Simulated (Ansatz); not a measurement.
**In2O3: field gradients at two levels of theory**

Cell: a computed structure from the Materials Project (it need not be an observed phase).

Space group R-3c:H (No. 167); a = 5.5162, c = 14.5911 Å, γ = 120.00°.

| site | Wyckoff | site symmetry | x | y | z |
| --- | --- | --- | --- | --- | --- |
| In | 12c | 3. | 0.0000 | 0.0000 | 0.1429 |
| O | 18e | .2 | 0.6298 | 0.9632 | 0.9167 |

One atom of each set is listed; the run and its k-mesh use a cell of 10 atoms with edges of 5.81, 5.81, 5.81 Å.

First run. The numbers come from a DFT calculation in Ansatz (PBE, plane waves and PAW, scalar-relativistic, 420 eV cutoff, Γ-centred 6×6×6 k-points, Fermi–Dirac smearing 0.01 eV).

| site | V_zz (10²¹ V/m²) | η |
| --- | --- | --- |
| In | 4.38 | 0.00 |
| O | -4.55 | 0.54 |

Second run. The same atoms and settings, except that the functional is r2SCAN and the cutoff is 500 eV.

(1) What does the second run give?

## Answers

(1) 

| site | V_zz | η | change of V_zz |
| --- | --- | --- | --- |
| In | 4.48 | 0.00 | +0.10 |
| O | -4.32 | 0.55 | +0.23 |

The largest change of V_zz is on O, from -4.55 to -4.32. In per cent, |V_zz| changes by +2 on In, -5 on O (all sites that start above 0.5).

For the first run: At this cell the PBE pressure is 5 GPa, so with PBE the cell would grow if it were relaxed. The entry's cell may itself be off. Without spin–orbit coupling (the program notes it for In) the gradients can shift somewhat, as the gap is small.
For the second run: Without spin–orbit coupling (the program notes it for In) the gradients are little affected as a rule: paired runs on crystals with a gap mostly move them by under 2 % at such atoms.
